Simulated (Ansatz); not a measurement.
# ZrC: which shells make which states

```
Zr C
1.0
     0.00000    2.54518    2.54518
     2.54518    0.00000    2.54518
     2.54518    2.54518    0.00000
Zr C
1 1
Direct
  0.00000 0.00000 0.00000
  0.25000 0.25000 0.25000
```

Atoms are numbered in the order listed.

The structure comes from a relaxation in the same program, started in the zincblende type, and has space group F-43m. Whether it is a known phase or the ground state wasn't checked.

Theory: Ansatz 0.2.0, DFT, PBE, all-electron LAPW, scalar-relativistic.

Numerical set-up: a Γ-centred 11×11×11 k mesh, Fermi–Dirac smearing of 0.03 eV, basis error target 1 meV/atom, no spin polarisation.

Weights are projections on a minimal set of Löwdin-orthogonalised atomic shells, summed over atoms of an element; the rest lies outside that basis, and weights on diffuse cation s shells are inflated where empty shells are missing from it. Energies are in eV from the valence-band top.

Points: Γ (0.000, 0.000, 0.000), X (-0.500, -0.500, 0.000).

| state | character |
| --- | --- |
| Γ, -9.85 eV | ? |
| Γ, -2.28 eV (×3) | ? |
| X, -8.19 eV | ? |
| X, -3.64 eV | Zr 4d 47 %, C 2p 45 %, Zr 5s 6 % |
| X, 0.00 eV (×2) | ? |

Q: What belongs in the row "Γ, -9.85 eV", column "character"?

A: Zr 5s 49 %, C 2s 46 %, Zr 4s 5 %.

Q: What belongs in the row "X, -8.19 eV", column "character"?

A: C 2s 73 %, Zr 4d 24 %.

Q: Fill in "character" for the row "X, 0.00 eV (×2)".

A: C 2p 79 %, Zr 4d 17 %.

Q: Give the missing entry: row "Γ, -2.28 eV (×3)", column "character".

A: Zr 4d 52 %, C 2p 48 %.
